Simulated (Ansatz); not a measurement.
Li$_{2}$O:
```xyz
3
Lattice="0.0000 2.3130 2.3130 2.3130 0.0000 2.3130 2.3130 2.3130 0.0000" Properties=species:S:1:pos:R:3 pbc="T T T"
O      0.0000     0.0000     0.0000
Li     1.1565     1.1565     1.1565
Li     3.4695     3.4695     3.4695
```

Cartesian axes are those of the cell as given.

**Question.** Give the high-frequency dielectric tensor and the Born effective charge tensors of the independent atoms from DFPT, the program Ansatz at the PBE level (PAW).

**Answer.** 
ε∞:
```
2.92  0.00  0.00
0.00  2.92  0.00
0.00  0.00  2.92
```
Z* of atom 1 (O), rows: field, columns: displacement, in e:
```
-1.81   0.00   0.00
 0.00  -1.81   0.00
 0.00   0.00  -1.81
```
Z* of atom 2 (Li), rows: field, columns: displacement, in e:
```
0.91  0.00  0.00
0.00  0.91  0.00
0.00  0.00  0.91
```

Static charges for comparison (Bader): O1 -1.71, Li2 +0.86 e. Born charges measure polarisation by displacement and can exceed these by far.

Space group Fm-3m (anti-fluorite). The cell was relaxed with PBE under the symmetry of its start.

Potentials: the later of the program's two PAW sets.
